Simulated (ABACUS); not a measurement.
Input of an ABACUS 3.10.1 run:

Contents of INPUT:

```
INPUT_PARAMETERS
suffix              Si
calculation         scf
basis_type          pw
pseudo_dir          ./
symmetry            1
dft_functional      pbe
ecutwfc             36
pseudo_rcut         7
nspin               1
nbands              8
ks_solver           dav
smearing_method     fd
smearing_sigma      0.00367493
scf_thr             1e-08
scf_nmax            100
mixing_type         broyden
mixing_beta         0.7
cal_force           1
cal_stress          1
out_chg             1
out_pot             2
out_elf             1
```

Contents of STRU:

```
ATOMIC_SPECIES
Si 28.0850 Si.upf

LATTICE_CONSTANT
1.8897261246

LATTICE_VECTORS
-2.3713723045 2.3713723045 1.3292653899
2.3713723045 -2.3713723045 1.3292653899
2.3713723045 2.3713723045 -1.3292653899

ATOMIC_POSITIONS
Direct

Si
0.0
2
0.5000000000 0.5000000000 0.0000000000 1 1 1
0.2500000000 0.7500000000 0.5000000000 1 1 1
```

Contents of KPT:

```
K_POINTS
0
Gamma
11 11 11 0 0 0
```

Potentials or basis: PseudoDojo NC SR 0.4.1 PBE standard, plane waves.

The run is started by

```console
$ OMP_NUM_THREADS=1 mpirun -np 4 abacus > log
```

Task: Estimate the pressure.

Result: 3.2 GPa.

Task: Estimate the band gap on the k mesh.

Result: None (metal or under the smearing width).

Stress tensor (GPa, compression positive):
```
3.76 0.00 0.00
0.00 3.76 0.00
0.00 0.00 1.99
```
